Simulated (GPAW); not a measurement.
## Energy mapping worked by hand: 1 ML Cr on Ir(001), 1 substrate layers

Aim: get Heisenberg couplings of 1 ML Cr on Ir(001), 1 substrate layers from the energies of collinear orders, with pencil and paper, and test them on an order left out of the fit.

Method: revPBE; plane waves with GPAW's PAW setups, scalar-relativistic, in GPAW 26.7.0.

## Step 1: The starting structure

The cell holds 2 atoms: 1 Ir and 1 Cr. Its edges and angles: a = 2.709 Å, b = 2.709 Å, c = 15.809 Å, α = 90.0°, β = 90.0°, γ = 90.0°. pseudomorphic film on the substrate's lattice, hard-sphere layer spacings, unrelaxed, 14 A of vacuum. Vacuum lies along c.

Coordinates:

```cif
data_structure
_symmetry_space_group_name_H-M 'P 1'
_symmetry_Int_Tables_number 1
_cell_length_a 2.7091
_cell_length_b 2.7091
_cell_length_c 15.8087
_cell_angle_alpha 90.000
_cell_angle_beta 90.000
_cell_angle_gamma 90.000
_cell_volume 116.02
loop_
_atom_site_label
_atom_site_type_symbol
_atom_site_fract_x
_atom_site_fract_y
_atom_site_fract_z
_atom_site_occupancy
Ir1 Ir 0.00000 0.00000 0.44279 1
Cr2 Cr 0.50000 0.50000 0.55720 1
```

## Step 2: The parallel order

All energies count from this run.

Input file order1.py:

```python
import json
import numpy as np
from ase import Atoms
from ase.parallel import paropen, parprint
from gpaw import GPAW

atoms = Atoms(['Ir', 'Cr'],
    cell=[[2.709068, 0.0, 0.0],
         [0.0, 2.709068, 0.0],
         [0.0, 0.0, 15.808658]],
    scaled_positions=[[0.0, 0.0, 0.442795],
         [0.5, 0.5, 0.557205]],
    pbc=True,
    magmoms=[0.0, 2.5])
atoms.calc = GPAW(mode={'name': 'pw', 'ecut': 550},
    xc='revPBE',
    kpts={'size': (10, 10, 1), 'gamma': True},
    occupations={'name': 'fermi-dirac', 'width': 0.1},
    convergence={'density': 1e-05, 'energy': 1e-05},
    maxiter=200,
    symmetry={'tolerance': 1e-4},
    txt='order1.txt')
e = atoms.get_potential_energy(force_consistent=True)
res = {'free_energy': e, 'energy_sigma0': atoms.get_potential_energy(), 'fermi_energy': atoms.calc.get_fermi_level()}
res['moments'] = atoms.get_magnetic_moments().tolist()
res['total'] = atoms.get_magnetic_moment()
parprint('site moments (muB):', np.round(res['moments'], 3))
parprint(f"total moment: {res['total']:.3f} muB")
parprint(f'free energy: {e:.6f} eV')
atoms.calc.write('order1.gpw')
n = atoms.calc.get_pseudo_density()
up, down = (atoms.calc.get_pseudo_density(spin=i) for i in (0, 1))
np.savez('grids.npz', density=n, spin=up - down)
with paropen('results.json', 'w') as f:
    json.dump(res, f)
```

On the command line:

```
$ OMP_NUM_THREADS=1 python3 order1.py > order1.log
```

The program printed:

```text
site moments (muB): [-0.091  3.14 ]
total moment: 3.848 muB
free energy: -15.728986 eV

--- order1.txt ---
Input parameters:
  mode=PW(ecut=550),
  convergence={'density': 1e-05, 'energy': 1e-05},
  kpts=MonkhorstPack(size=(10, 10, 1), gamma=True),
  maxiter=200,
  occupations=Occupations(name='fermi-dirac', width=0.1),
  symmetry=Symmetry(tolerance=0.0001),
  xc=XC(name='revPBE')

Diagonalizing LCAO Hamiltonian
[...]
|          5 |        -5.494 |     1.000 |        -4.793 |     1.000 |
|          6 |        -3.161 |     1.000 |        -1.261 |     1.000 |
[...]
|         15 |         0.804 |     0.000 |         2.813 |     0.000 |
|         16 |         3.548 |     0.000 |         3.949 |     0.000 |
|         17 |         4.151 |     0.000 |         4.392 |     0.000 |
|         18 |         5.878 |     0.000 |         6.192 |     0.000 |

No gap
No difference between direct/indirect transitions


[key lines of the parts left out:]
Free energy:     -15.728986
Converged in 22 steps
dipole moment: (-9.790765, -9.790765, 0.071314)  # |e|*Ang
Fermi level: -0.376
```

It took 29 s on 1 MPI rank of AMD EPYC 9B45 (Zen 5), shared host; peak memory 0.24 GiB.

Spin moment in the augmentation sphere by atom:

```
atom  spin moment in the augmentation sphere (μB)
 Ir1                                        -0.09
 Cr2                                         3.14
```

This step gave:

```yaml
magnetization: 3.848 μB
final_state: ferromagnetic
```

After 22 cycles the largest moment stands at 3.14 μB.

## Step 3: The orders used for the fit

The other orders were run with the same settings, on meshes that hold the same points. Free energies (smearing 0.1 eV, its entropy term included) are divided by the number of Cr atoms; q is in fractions of the reciprocal vectors of the first run's cell.

```
              order  atoms     mesh  free energy (eV)  eV per Cr  largest moment (μB)
                F +      2  10×10×1          -15.7290   -15.7290                 3.14
AF q=(1/2,1/2,0) +-      4   5×10×1          -31.6950   -15.8475                 2.81
```

## Step 4: Counting neighbours

With E = −Σ J e_i·e_j over ordered pairs of unit vectors, turning a neighbour from parallel to opposed costs 2J a Cr atom. So an order lies 2 Σ n J over the parallel one, n being the opposed neighbours in each shell.

```
shell  distance (Å)  neighbours  opposed in AF q=(1/2,1/2,0) +-  opposed in AF q=(0,1/2,0) +-
   J1          2.71           4                               4                             2
   J2          3.83           4                               0                             4
```

Only J1 is kept.

## Step 5: Solving

```
2 × 4 × J1 = -118.54 meV    (AF q=(1/2,1/2,0) +-)
J1 = -14.82 meV
```

## Step 6: The test

The couplings now give the orders that were left out:

```
2 × 2 × (-14.82) = -59.28 meV    (AF q=(0,1/2,0) +-)
```

The runs themselves:

```
            order  atoms    mesh  free energy (eV)  eV per Cr  largest moment (μB)  over the parallel order (meV)  foretold (meV)
AF q=(0,1/2,0) +-      4  10×5×1          -31.7579   -15.8789                 2.97                        -149.96          -59.28
```

## Step 7: One more shell

The miss asks for the next shell, which takes one more order into the fit and leaves none for a test.

```
2 × 4 × J1 = -118.54 meV    (AF q=(1/2,1/2,0) +-)
2 × 2 × J1 + 2 × 4 × J2 = -149.96 meV    (AF q=(0,1/2,0) +-)
J1 = -14.82 meV
J2 = -11.34 meV
```

## Step 8: Summary of results

```json
{
  "J1 (Cr–Cr at 2.71 Å)": "-14.8 meV",
  "largest miss on the orders left out": "91 meV",
  "J1 with 2 shells": "-14.8 meV",
  "J2 with 2 shells": "-11.3 meV"
}
```

In words: The model misses the order left out by 91 meV, 60 % of the span of the orders, so it fails: these couplings alone don't describe the crystal. With the next shell added the couplings are J1 = -14.82 and J2 = -11.34 meV, untested. The first dropped shell that the test feels is J2 at 3.83 Å. The site moments spread by 11 % over the orders, so moments are not rigid and part of the miss lies outside a spin model. In a metal couplings reach far, and the mesh was not tested. The couplings are effective ones: further shells with opposed neighbours are folded into them or show in the miss. No mean-field temperature is given: it needs a model that holds, an unfrustrated order and couplings in all three dimensions.

[Logs and program files are shortened in this print: banners, set-up blocks, solver, clock and traceback lines can be left out without a mark of their own.]

[Logs are printed without paths, hosts, clocks, repeated set-up lines and the standing remarks that a program may print on its own settings, such as how far it seeks lower states.]

[Hosts, paths, dates, database ids (printed as entryN), source tags and the programs' standing remarks are cut or masked in the printed files.]

[Where a cell is said to come from a database of computed structures, the database is the Materials Project.]
